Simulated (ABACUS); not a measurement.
# BN (F-43m) in ABACUS: further runs, part 2 of 3

ABACUS 3.10.1. The steps go on from the part before.

**4. Single point, rPW86PBE**

Contents of INPUT:

```
INPUT_PARAMETERS
suffix              BN
calculation         scf
basis_type          pw
pseudo_dir          ./
latname             fcc
symmetry            1
dft_functional      GGA_X_RPW86+GGA_C_PBE
ecutwfc             55
pseudo_rcut         10
nspin               1
nbands              14
ks_solver           dav
smearing_method     fd
smearing_sigma      0.00367493
scf_thr             1e-08
scf_nmax            100
mixing_type         broyden
mixing_beta         0.7
cal_force           1
cal_stress          1
ecutrho             440
out_chg             1
kpar                4
```

Contents of STRU:

```
ATOMIC_SPECIES
N 14.0070 N.pbe-n-radius_5.UPF
B 10.8100 b_pbe_v1.4.uspp.F.UPF

LATTICE_CONSTANT
6.8521507073

ATOMIC_POSITIONS
Direct

N
0.0
1
0.7500000000 0.7500000000 0.7500000000 1 1 1

B
0.0
1
0.0000000000 0.0000000000 0.0000000000 1 1 1
```

Contents of KPT:

```
K_POINTS
0
Gamma
10 10 10 0 0 0
```

Potentials or basis: SSSP 1.3 efficiency PBE, plane waves.

Command:

```
$ OMP_NUM_THREADS=1 mpirun -np 4 abacus > log
```

running log:

```text
ABACUS v3.10.1

               Atomic-orbital Based Ab-initio Computation at UStc

 ------------------------------------------------------------------------------------

 READING GENERAL INFORMATION
                           global_out_dir = OUT.BN/
                           global_in_card = INPUT
                               pseudo_dir = ./
                              orbital_dir =
                                    DSIZE = 4
                                    GSIZE = 1

 READING UNITCELL INFORMATION
                                    ntype = 2
                  lattice constant (Bohr) = 6.85215
              lattice constant (Angstrom) = 3.626

 READING ATOM TYPE 1
                               atom label = N
                      L=0, number of zeta = 1
                      L=1, number of zeta = 1
                      L=2, number of zeta = 1
             number of atom for this type = 1

 READING ATOM TYPE 2
                               atom label = B
                      L=0, number of zeta = 1
                      L=1, number of zeta = 1
                      L=2, number of zeta = 1
             number of atom for this type = 1

                        TOTAL ATOM NUMBER = 2
DIRECT COORDINATES
    atom                   x                   y                   z     mag                  vx                  vy                  vz
taud_N1            0.7500000000        0.7500000000        0.7500000000  0.0000        0.0000000000        0.0000000000        0.0000000000
taud_B1            0.0000000000        0.0000000000        0.0000000000  0.0000        0.0000000000        0.0000000000        0.0000000000

                          Volume (Bohr^3) = 80.4305
                             Volume (A^3) = 11.9186

 Lattice vectors: (Cartesian coordinate: in unit of a_0)
                 -0.5                  +0                +0.5
                   +0                +0.5                +0.5
                 -0.5                +0.5                  +0
 Reciprocal vectors: (Cartesian coordinate: in unit of 2 pi/a_0)
[... 252 lines left out ...]
----------------------------------------------------------
     Energy           Rydberg                 eV
----------------------------------------------------------
 E_KohnSham     -26.7714518424       -364.2442887886
 E_Harris       -25.6351158809       -348.7836448707
 E_Fermi        1.0268148673         13.9705329859
----------------------------------------------------------
[... 51 lines left out ...]
 Density error is 6.88783313937e-09
                          Error Threshold = 7.11365200904e-09
----------------------------------------------------------
     Energy           Rydberg                 eV
----------------------------------------------------------
 E_KohnSham     -26.8431632160       -365.2199720810
 E_KS(sigma->0) -26.8431632160       -365.2199720810
 E_Harris       -26.8432321637       -365.2209101636
 E_band         1.9444428986         26.4555028563
 E_one_elec     4.4196911346         60.1329828312
 E_Hartree      3.7089039603         50.4622271953
 E_xc           -8.7108955092        -118.5178136075
 E_Ewald        -26.2608628018       -357.2973685001
 E_entropy(-TS) 0.0000000000         0.0000000000
 E_descf        0.0000000000         0.0000000000
 E_exx          0.0000000000         0.0000000000
 E_Fermi        0.9543116609         12.9840762565
----------------------------------------------------------

 charge density convergence is achieved
 final etot is -365.21997208 eV
 EFERMI = 12.984076257 eV

 STATE ENERGY(eV) AND OCCUPATIONS    NSPIN == 1
 1/12 kpoint (Cartesian) = 0.0000 0.0000 0.0000 (537 pws)
       1       -8.92924     0.00200000
       2        11.0601     0.00200000
       3        11.0601     0.00200000
       4        11.0601     0.00200000
       5        19.9371    8.09330e-64
       6        19.9371    8.09330e-64
       7        19.9371    8.09330e-64
       8        21.4628    4.52607e-77
       9        35.9361        0.00000
      10        38.9425        0.00000
      11        38.9425        0.00000
      12        39.7473        0.00000
      13        39.7473        0.00000
      14        39.7473        0.00000
[... 66 lines left out ...]
       1       -4.83135     0.00800000
       2       0.625302     0.00800000
       3        9.15392     0.00800000
       4        9.15392     0.00800000
       5        21.2386    1.60441e-74
       6        21.8611    6.28165e-80
       7        21.8611    6.28165e-80
       8        26.4671        0.00000
       9        34.6783        0.00000
      10        37.8168        0.00000
      11        38.0646        0.00000
      12        38.0646        0.00000
      13        46.1302        0.00000
      14        46.1302        0.00000

[... levels at 6 further k points ...]

------------------------------------------------------------------------------------------
 TOTAL-FORCE (eV/Angstrom)
------------------------------------------------------------------------------------------
                        N1         0.0000000000         0.0000000000         0.0000000000
                        B1         0.0000000000         0.0000000000         0.0000000000
------------------------------------------------------------------------------------------

----------------------------------------------------------------
 TOTAL-STRESS (KBAR)
----------------------------------------------------------------
        64.3449788616        -0.0000000000         0.0000000000
        -0.0000000000        64.3449788616         0.0000000000
         0.0000000000        -0.0000000000        64.3449788616
----------------------------------------------------------------
 TOTAL-PRESSURE: 64.344979 KBAR

 --------------------------------------------
 !FINAL_ETOT_IS -365.2199720810464214 eV
 --------------------------------------------
```

It took 3.7 s on 4 MPI ranks of Intel Xeon Platinum 8259CL at 2.50GHz (Skylake/Cascade Lake), shared host; peak memory 0.24 GiB.

Results:

```yaml
Free_energy: -365.2200 eV
Pressure: 6.4 GPa
Band_gap_on_the_k_mesh: 4.79 eV, indirect (least direct gap 8.88 eV)
```

Caveat: the potentials were made for another functional, which shifts forces and pressure.

(Part 2 of 3 ends here.)
